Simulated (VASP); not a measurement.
Input of a VASP 6.6.1 run:

INCAR

```
SYSTEM = LiH
PREC = Accurate
ENCUT = 520
EDIFF = 1E-6
ISMEAR = 0
SIGMA = 0.01
LREAL = .False.
LASPH = .True.
NELM = 80
ALGO = Normal
ISIF = 2
LWAVE = .False.
LCHARG = .False.
GGA = PS
NBANDS = 9
```

File KPOINTS:

```
Automatic mesh
0
Gamma
  8 8 8
  0 0 0
```

File POSCAR:

```
LiH
1.0
    2.5016587118      0.0000000000      0.0000000000
    0.0000000000      2.5016587118      0.0000000000
    0.0000000000      0.0000000000      2.5016587118
Li H
1 1
Direct
    0.0000000000      0.0000000000      0.0000000000
    0.5000000000      0.5000000000      0.5000000000
```

Potentials or basis: VASP PAW PBE potentials, release 64 (Li_sv, H).

The run is started by

```bash
$ cat potpaw_PBE.64/Li_sv/POTCAR potpaw_PBE.64/H/POTCAR > POTCAR
$ mpirun -np 1 vasp_std > vasp.out
```

Task: Predict the band gap on the k mesh.

Result: 0.47 eV, indirect (least direct gap 4.02 eV).

 A k mesh can miss the band edges.
